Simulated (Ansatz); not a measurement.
Crystal: Al2O3.

```
CELL_PARAMETERS angstrom
3.01748 0.00000 0.00000
-1.50874 2.61322 0.00000
0.00000 0.00000 7.57464
ATOMIC_POSITIONS crystal
Al 0.00000 0.00000 0.72205
Al 0.00000 0.00000 0.27795
O 0.00000 0.00000 0.50000
O 0.66667 0.33333 0.80055
O 0.33333 0.66667 0.19945
```

Measurements of this composition are mostly on another form, of space group No. 167.

Base run:

```yaml
Program: Ansatz 0.2.0
Functional: LDA
Potentials_or_basis: Ansatz PAW
Cutoff: 420 eV
Density_cutoff: 1680 eV
k_mesh: 12 × 12 × 4
Occupations: fixed
Spin: no spin polarisation
```

Its results: band gap on the k mesh 2.20 eV, direct; pressure -8.3 GPa; largest force 0.459 eV/Å.

The run is repeated on the same cell with these changes: functional from LDA to r2SCAN; cutoff from 420 eV to 500 eV; density cutoff from 1680 eV to 2000 eV; level from lda to r2scan. What comes out?

Band gap on the k mesh 2.96 eV, direct; pressure -5.5 GPa; largest force 0.390 eV/Å.

Caveats: the PAW data sets come from PBE, with cores solved anew for the run's functional, which leaves a small shift of forces and pressure.

Not every run made on this cell is shown here.
